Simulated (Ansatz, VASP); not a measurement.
**Rb in VASP and in Ansatz**

The input INCAR:

```
SYSTEM = Rb
  ALGO = Normal
  EDIFF = 1E-6
  ENCUT = 520
  GGA = RP
  ISIF = 2
  ISMEAR = 0
  LASPH = .True.
  LCHARG = .False.
  LREAL = .False.
  LWAVE = .False.
  NBANDS = 10
  NELM = 80
  PREC = Accurate
  SIGMA = 0.1
```

Contents of KPOINTS:

```
k-points
0
Gamma
  7 7 7
  0 0 0
```

Contents of POSCAR:

```
Rb
1.0
   -2.9545118615      2.9545118615      2.7308451955
    2.9545118615     -2.9545118615      2.7308451955
    2.9545118615      2.9545118615     -2.7308451955
Rb
1
Direct
    0.0000000000      0.0000000000      0.0000000000
```

input.yaml

```yaml
crystal:
  lattice:
    - [-2.9545118615, 2.9545118615, 2.7308451955]
    - [2.9545118615, -2.9545118615, 2.7308451955]
    - [2.9545118615, 2.9545118615, -2.7308451955]
  atoms:
    - { symbol: Rb, position: [0.0, 0.0, 0.0] }
kpoints:
  mp_grid: { grid: [7, 7, 7] }
scf:
  occupations: { method: gaussian, width: 0.1 }
hamiltonian:
  xc: rpbe
  pseudopotentials: { kind: all_electron, lapw: { basis_error: 0.001 } }
output:
  forces: true
  stress: true
  eigenvalues: true
```

This isn't the form of Rb at room conditions, which is bcc.

Alike in both runs: task single point; functional RPBE; k mesh 7 × 7 × 7; occupations gaussian, width 0.1 eV; no spin polarisation.

```csv
,VASP,Ansatz
version,VASP 6.6.1,Ansatz 0.2.0
potentials or method,"VASP PAW PBE potentials, release 64 (Rb_sv)","all-electron LAPW, scalar-relativistic"
plane-wave cutoff (eV),520,see its input
```

```csv
,VASP,Ansatz,Ansatz less VASP
gap on the k mesh at the Fermi level (eV),none,none,-
pressure (GPa),0.1,0.1,0.00
```

A gap of «none» marks a metal or a gap that the smearing closes. Ansatz ran all-electron here, so the differences hold the error of VASP's frozen core and of both bases.

Caveats: the PAW data sets were made with another functional, which shifts forces and pressure a little (VASP).
